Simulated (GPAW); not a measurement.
Hf:

```
CELL_PARAMETERS angstrom
3.19670 0.00000 0.00000
-1.59835 2.76842 0.00000
0.00000 0.00000 5.05780
ATOMIC_POSITIONS crystal
Hf 0.66667 0.33333 0.75000
Hf 0.33333 0.66667 0.25000
```

```yaml
Program: GPAW 26.7.0
Task: relaxation of cell and atoms
Functional: PBEsol
Potentials_or_basis: PAW data sets generated in the run's folder for this functional
Cutoff: 600 eV
Basis: pw
k_mesh: 7 × 7 × 4
Occupations: fermi-dirac, width 0.05 eV
Spin: no spin polarisation
```

At the start: pressure -3.2 GPa; volume 22.38 Å³/atom.

Task: Where does the relaxation end?

Result: Over 5 steps the energy falls by 7.0 meV/atom and the volume is 21.76 Å³/atom (-2.8 %); space group P6_3/mmc (No. 194, to 0.05 Å).

The path:
```tsv
step	energy change (eV)	largest force (eV/Å)	pressure (GPa)	volume (Å³)
1	0.0000	0.0000	-3.15	44.76
2	-0.0071	0.0000	-2.14	44.34
3	-0.0132	0.0000	0.11	43.47
4	-0.0133	0.0000	0.07	43.48
5	-0.0139	0.0000	-0.02	43.51
```

Final structure:
```
Hf
1.0
     3.15625    0.00000    0.00000
    -1.57812    2.73339    0.00000
     0.00000    0.00000    5.04361
Hf
2
Direct
  0.66667 0.33333 0.75000
  0.33333 0.66667 0.25000
```

Caveat: later steps reuse the first step's grids.
